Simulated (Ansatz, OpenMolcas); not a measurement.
Heat of formation of C2H2Cl2 (cis-1,2-Dichloroethene) from total energies

C2H2Cl2: 6 atoms, total charge 0, spin state singlet. SMILES: `Cl/C=C\Cl`. The coordinates come from a PBE0-D4/def2-TZVP relaxation.

```xyz
6

Cl    0.7154   -1.8746   -0.4482
C     0.6418   -0.2234   -0.0289
C    -0.4756    0.4757    0.1008
Cl   -2.0467   -0.1465   -0.1276
H     1.6029    0.2461    0.1336
H    -0.4377    1.5228    0.3703
```

Total energies at M06-L/6-311+G** (OpenMolcas 26.06); the atoms run unrestricted:

```
species    state  energy (Eh)
C2H2Cl2  singlet  -997.800991
     Cl  doublet  -460.136095
      C  triplet   -37.844691
      H  doublet    -0.503425
```

Harmonic wavenumbers at PBE0-D4/def2-TZVP, in cm⁻¹: 165, 429, 586, 718, 742, 879, 916, 1209, 1317, 1672, 3217, 3238.

Measured heats of formation of the gaseous atoms at 298.15 K, in kJ/mol: Cl 121.3, C 716.9, H 218.0. Spin-orbit lowering of the atoms at 298 K (mean of the ground term's levels less their thermal mean, from spectra), in kJ/mol: Cl 3.44, C 0.02. Take 1 Eh = 2625.50 kJ/mol, 1 cm⁻¹ = 0.0119627 kJ/mol, RT = 2.479 kJ/mol.

**Question.** What heat of formation follows?

**Answer.** 
1. Electronic atomisation energy: 2 × (-460.136095) + 2 × (-37.844691) + 2 × (-0.503425) − (-997.800991) = 0.832569 Eh = 2185.9 kJ/mol.
2. Zero-point energy: half the sum of the wavenumbers, 7544 cm⁻¹ = 90.2 kJ/mol.
3. Thermal vibrational enthalpy, Σ hcν̃/(exp(hcν̃/kT) − 1): 3.7 kJ/mol. Translation, rotation and pV of a non-linear molecule: 4 RT = 9.9 kJ/mol.
4. The 6 free atoms carry 5/2 RT each: 37.2 kJ/mol.
5. Spin-orbit coupling lowers the free atoms by 2 × 3.44 + 2 × 0.02 = 6.9 kJ/mol.
6. Atomisation enthalpy at 298 K: 2185.9 − 6.9 − 90.2 − 3.7 − 9.9 + 37.2 = 2112.4 kJ/mol.
7. Sum of the atoms' heats of formation: 2112.4 kJ/mol. Heat of formation: 2112.4 − 2112.4 = 0.0 kJ/mol.

The tabulated value is +4.6 kJ/mol (CRC Handbook of Chemistry and Physics), so this level is off by -4.6 kJ/mol, or 0.2 % of the atomisation enthalpy. Anharmonicity and any spin-orbit splitting of the molecule are left out.
